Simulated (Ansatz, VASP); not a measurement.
Bi in VASP and in Ansatz

File POSCAR:

```
Bi
1.0
   -1.9801954218      1.9801954218      1.9801954218
    1.9801954218     -1.9801954218      1.9801954218
    1.9801954218      1.9801954218     -1.9801954218
Bi
1
Direct
    0.0000000000      0.0000000000      0.0000000000
```

The input INCAR.step1:

```
SYSTEM = Bi
ALGO     = Normal         ! electronic algorithm
EDIFF    = 1E-4           ! SCF threshold, eV
ENCUT    = 600            ! plane-wave cutoff, eV
GGA      = PE             ! functional
ISMEAR   = -1             ! smearing method
LASPH    = .TRUE.         ! aspherical terms in the spheres
LCHARG   = .FALSE.        ! write CHGCAR
LREAL    = .FALSE.        ! projectors in reciprocal space
LWAVE    = .TRUE.         ! write WAVECAR
NELM     = 100            ! most SCF steps
PREC     = Accurate       ! precision mode
SIGMA    = 0.15           ! smearing width, eV
```

Contents of INCAR.step2:

```
SYSTEM = Bi
ALGO     = Normal         ! electronic algorithm
EDIFF    = 1E-6           ! SCF threshold, eV
EDIFFG   = -0.001         ! ionic threshold
ENCUT    = 600            ! plane-wave cutoff, eV
IBRION   = 2              ! ionic algorithm
ISIF     = 3              ! what is computed and relaxed
ISMEAR   = -1             ! smearing method
ISTART   = 1            
LASPH    = .TRUE.         ! aspherical terms in the spheres
LCHARG   = .FALSE.        ! write CHGCAR
LMIXTAU  = .TRUE.       
LREAL    = .FALSE.        ! projectors in reciprocal space
LWAVE    = .FALSE.        ! write WAVECAR
METAGGA  = R2SCAN         ! meta-GGA
NELM     = 100            ! most SCF steps
NSW      = 80             ! ionic steps
PREC     = Accurate       ! precision mode
SIGMA    = 0.15           ! smearing width, eV
```

KPOINTS

```
k-points
0
G
  16 16 16
  0 0 0
```

Input for Ansatz:

```yaml
crystal:
  lattice:
    - [-1.9801954218, 1.9801954218, 1.9801954218]
    - [1.9801954218, -1.9801954218, 1.9801954218]
    - [1.9801954218, 1.9801954218, -1.9801954218]
  atoms:
    - { symbol: Bi, position: [0.0, 0.0, 0.0] }
basis:
  ecutwfc: 500
kpoints:
  mp_grid: { grid: [16, 16, 16] }
hamiltonian:
  xc: r2scan
scf:
  occupations: { method: fermi_dirac, width: 0.15 }
output:
  forces: true
  stress: true
  eigenvalues: true
relax:
  adjacent_minimum: "off"
  f_tol: 0.001
  max_steps: 60
  cell: { stress_tol: 0.01 }
```

Alike in both runs: task relaxation of cell and atoms; functional r2SCAN; k mesh 16 × 16 × 16; occupations fermi-dirac, width 0.15 eV; no spin polarisation.

|  | VASP | Ansatz |
| --- | --- | --- |
| version | VASP 6.6.1 | Ansatz 0.2.0 |
| potentials or method | VASP PAW PBE potentials, release 64 (Bi_d) | scalar-relativistic, plane waves, PAW |
| plane-wave cutoff (eV) | 600 | 500 |
| valence electrons in the cell | 15 | 15 |

|  | VASP | Ansatz | Ansatz less VASP |
| --- | --- | --- | --- |
| gap on the k mesh at the Fermi level, each at its own relaxed structure (eV) | none | none | - |
| relaxed volume (Å³/atom) | 31.20 | 31.18 | -0.020 |
| relaxed cell length with the largest relative difference (Å) | 3.435 | 3.434 | -0.0007 |

A gap of «none» marks a metal or a gap that the smearing closes.

Caveats: the PAW data sets were made with another functional, which shifts forces and pressure a little (VASP); spin-orbit coupling is left out, which moves the levels of the heavy elements.
